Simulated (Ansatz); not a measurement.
Ansatz input file:

```yaml
crystal:
  lattice:
    - [3.3790994137, 0.0, 0.0]
    - [0.0, 3.3790994137, 0.0]
    - [0.0, 0.0, 3.3790994137]
  atoms:
    - { symbol: Sc, position: [0.5, 0.5, 0.5] }
    - { symbol: Al, position: [0.0, 0.0, 0.0] }
basis:
  ecutwfc: 500
kpoints:
  mp_grid: { grid: [12, 12, 12] }
  band_path:
    path:
      - [[0.0, 0.0, 0.0], [0.0, 0.5, 0.0], [0.5, 0.5, 0.0], [0.0, 0.0, 0.0], [0.5, 0.5, 0.5], [0.0, 0.5, 0.0]]
      - [[0.5, 0.5, 0.5], [0.5, 0.5, 0.0]]
    npoints: 14
hamiltonian:
  xc: r2scan
scf:
  occupations: { method: gaussian, width: 0.1 }
  n_extra_bands: 6
output:
  forces: true
  stress: true
  eigenvalues: true
  populations: true
  dos: { projected: true, de: 0.02, nscf_kmesh: { grid: [18, 18, 18] } }
  bader: true
  write_density: true
  write_potential: true
  elf: true
  volumetric_format: npy
```

Command:
```bash
ansatz run input.yaml --threads 1 --pin off --max-ram 2560MiB --backend cpu --events-out ev --progress --plain --runs-dir out
```

Method: DFT r2SCAN, scalar-relativistic, plane waves, PAW (Ansatz 0.2.0).

From the run's log, abridged (final results; tables in files aren't shown):

```
SCF 1 converged in 6 iterations: F = -2681.966164 eV  dr2 = 6.35e-9
SCF converged after 6 iterations
Free energy (F): -2681.966164 eV
Harris-Foulkes:  -2681.966164 eV  (|F-HF|=3.47e-10)
Internal energy: -2681.962871 eV  (E = F + TS)
E sigma→0 (E₀):  -2681.964517 eV
Entropy (-TS):   -0.003292 eV (-1.646 meV/atom)
Fermi energy:    9.616489 eV
--- Per-component energies (eV) ---
  E_band       = -164.459802
  E_kinetic    = 284.659404
  E_local      = -916.390090  (includes V_loc(G=0)·N_el)
  E_nonlocal   = 91.695612
  E_hartree    = 331.818384
  E_xc         = -137.341890
  E_vxc        = -173.139071  (∫ρ·V_xc dr)
  E_paw        = -1437.429664  (= ΣΔE_a)
  E_vpaw       = -125.326102  (= ΣTr[D̂ρ^β])
  E_aug_tail   = 0.000004  (compensation charges beyond the density's cutoff)
  E_vtau       = 10.403096  (kinetic-family band-sum trace: ∫τ·v_τ [+ j·A + Jᵃ·Aᵃ] dr)
  E_ewald      = -898.676031
  E_core_change = -0.298600  (= ΣΔE_core)
  E_smearing   = -0.003292  (= −TS)
--- Forces (eV/Å), atoms counted from 1 ---
  atom   1  Sc     0.00000000     0.00000000     0.00000000
  atom   2  Al     0.00000000     0.00000000     0.00000000
--- Stress (GPa, compression-positive) ---
       -0.681621       0.000000       0.000000
        0.000000      -0.681621       0.000000
        0.000000       0.000000      -0.681621
  P = ⅓ Tr σ = -0.6816 GPa (-6.816 kbar)
--- Band table (eV; the first three rows and the last of 84) ---
  k-point 0: bands = ["-42.0393", "-19.6312", "-19.6312", "-19.6312", "0.6226", "8.9319", "8.9319", "12.5408", "12.5408", "12.5408", "13.4569", "13.4569", "13.4569"]
  k-point 1: bands = ["-42.0384", "-19.6436", "-19.6302", "-19.6302", "0.7263", "8.8092", "8.9865", "12.1772", "12.1772", "12.5559", "13.1850", "13.8907", "13.8907"]
  k-point 2: bands = ["-42.0357", "-19.6771", "-19.6272", "-19.6272", "1.0332", "8.3594", "9.1431", "11.6365", "11.6365", "12.5978", "12.8070", "14.6485", "14.6485"]
  k-point 83: bands = ["-41.9966", "-19.7610", "-19.7610", "-19.7610", "6.8984", "6.8984", "6.8984", "9.2837", "12.5028", "12.5028", "12.5028", "13.5604", "13.5604"]
--- Löwdin populations: 2 sites ---
  site symbol q [e]
     0     Sc     10.4076
     1     Al      3.5106
  spilling = 0.005844 (of n_electrons = 14.000000)
--- Bader charges: 2 sites ---
  site symbol charge [e]  shift [e]
     0     Sc      1.2823     0.0000
     1     Al     -1.2823     0.0000
  estimated error of the sums over rays = 2.4e-4 e
```

Self-consistency was reached.

Time: 16 s on 1 thread of Intel(R) Xeon(R) Platinum 8488C (Sapphire Rapids), on a shared host, peak memory 0.49 GiB.